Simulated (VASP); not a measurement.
Write the native input for VASP 6.6.1 that does the following.

- Task: single point
- Functional: r2SCAN
- Potentials or basis: VASP PAW PBE potentials, release 64 (Al, P)
- Cutoff: 520 eV
- k mesh: 8 × 8 × 8
- Occupations: gaussian, width 0.02 eV
- Spin: no spin polarisation
- Dipole correction: no
- Further INCAR settings: ALGO = Normal; EDIFF = 1e-07; NBANDS = 11

Crystal: AlP.

```
CELL_PARAMETERS angstrom
0.00000 2.73926 2.73926
2.73926 0.00000 2.73926
2.73926 2.73926 0.00000
ATOMIC_POSITIONS crystal
Al 0.00000 0.00000 0.00000
P 0.25000 0.25000 0.25000
```

The input as run:

POSCAR

```
AlP
1.0
    0.0000000000      2.7392606201      2.7392606201
    2.7392606201      0.0000000000      2.7392606201
    2.7392606201      2.7392606201      0.0000000000
Al P
1 1
Direct
    0.0000000000      0.0000000000      0.0000000000
    0.2500000000      0.2500000000      0.2500000000
```

INCAR.step1

```
  PREC = Accurate
  ENCUT = 520
  ISMEAR = 0
  SIGMA = 0.02
  LREAL = F
  LASPH = T
  NELM = 80
  NBANDS = 11
  GGA = PE
  ALGO = Normal
  EDIFF = 1E-4
  LWAVE = T
  LCHARG = F
```

INCAR.step2

```
  PREC = Accurate
  ENCUT = 520
  EDIFF = 1E-7
  ISMEAR = 0
  SIGMA = 0.02
  LREAL = F
  LASPH = T
  NELM = 80
  ALGO = Normal
  ISIF = 2
  LWAVE = F
  LCHARG = T
  METAGGA = R2SCAN
  LMIXTAU = T
  LELF = T
  LVHAR = T
  NBANDS = 11
  ISTART = 1
```

KPOINTS

```
Automatic mesh
0
Gamma
  8 8 8
```

Potentials or basis: VASP PAW PBE potentials, release 64 (Al, P).

Run with:

```console
$ cat potpaw_PBE.64/Al/POTCAR potpaw_PBE.64/P/POTCAR > POTCAR
$ cp INCAR.step1 INCAR
$ mpirun -np 1 vasp_std > vasp.out
$ cp INCAR.step2 INCAR
$ mpirun -np 1 vasp_std > vasp.out
```

Results of the run:

```json
{
  "Pressure": "-0.3 GPa",
  "Band gap on the k mesh": "1.93 eV, indirect (least direct gap 3.91 eV)"
}
```

Caveat: the PAW data sets were made with another functional, which shifts forces and pressure a little.

Run time: 33 s on 1 thread of AMD EPYC 9R45 96-Core Processor (Zen 5), on a shared host, peak memory 0.14 GiB.
